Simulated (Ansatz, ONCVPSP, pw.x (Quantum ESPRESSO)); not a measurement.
**aluminium (Al): does the ONCV potential hold in the solid?**

ONCVPSP 4.0.1.1 (patched build) input, shortened (lines: element, Z, core and valence counts, functional; n l f; lmax; l rc ep ncon nbas qcut; lloc lpopt rc5 dvloc0; l nproj debl; icmod fcfact rcfact), PBEsol, scalar-relativistic:

```
  Al 13.00    3    2  -116133      upf
    1    0    2.00
    2    0    2.00
    2    1    6.00
    3    0    2.00
    3    1    1.00
    2
    0    2.00    0.00    3    7    4.10
    1    2.00    0.00    5    9    4.90
    2    1.75    0.25    3    6    4.80
    4    4    1.30    0.00
    0    3    1.70
    1    1    2.20
    2    2    2.30
    0    0.00    0.00
```

Atomic tests: cutoffs needed: 5.7 Ha and 7.3 Ha (the cutoffs (Ha) at which the residual kinetic energy of the hardest occupied pseudo-wave falls to 1 and 0.1 mHa per electron) The cutoffs count occupied waves only; projector 2 of the d channel, the hardest unoccupied one, needs 26 Ha at the loose tolerance.; ghost test: no bound ghost flagged; GHOST(+) flagged for s at 177.2 eV; largest excitation error: +17 meV (all-electron minus pseudo) for 3s0 3p3, out of 4 test configurations.

Crystal test: fcc Al in pw.x 7.5, no spin, 14³ k-points, Fermi–Dirac smearing 0.01 Ry, cutoffs 35/140 Ry. The reference is all-electron LAPW (Ansatz 0.2.0) with the same functional, mesh and smearing; V0 and B0 come from Birch–Murnaghan fits to the pressures at five volumes. Errors are pseudo minus all-electron; Δ is the rms difference of the E(V) curves that follow from these fits, minima aligned, over ±6 % about the mean V0. Mesh and smearing are coarse, so the numbers serve the comparison and aren't converged zero-temperature values; the lattice is a test structure that the element need not adopt.

```tsv
V (Å³/atom)	P all-electron (GPa)	P pseudo (GPa)
15.397	4.49	4.37
15.802	2.01	1.94
16.207	-0.16	-0.18
16.612	-2.03	-2.02
17.017	-3.66	-3.62
```

All-electron: a0 = 4.015 Å (V0 = 16.18 Å³/atom), B0 = 81.2 GPa.

Pseudopotential: mean pressure error (GPa): -0.03; a0 (Å): 4.014; a0 error (%): -0.01; B0 error (%): -1.9; Δ (meV/atom): 0.2.

Problem. At the middle volume, how do free energy and pressure move when the wave cutoff is lowered (ecutrho kept at four times it)?

Solution.

```tsv
cutoff (Ry)	shift of F (meV/atom)	shift of P (GPa)
16	+10.4	-0.10
21	+2.7	-0.05
28	+0.1	+0.00
```

The run at the middle volume (104 k-points, 6 iterations) took about 8 s on one core of a shared host (Neoverse-N1, 64 threads, 124 GiB, load 56).
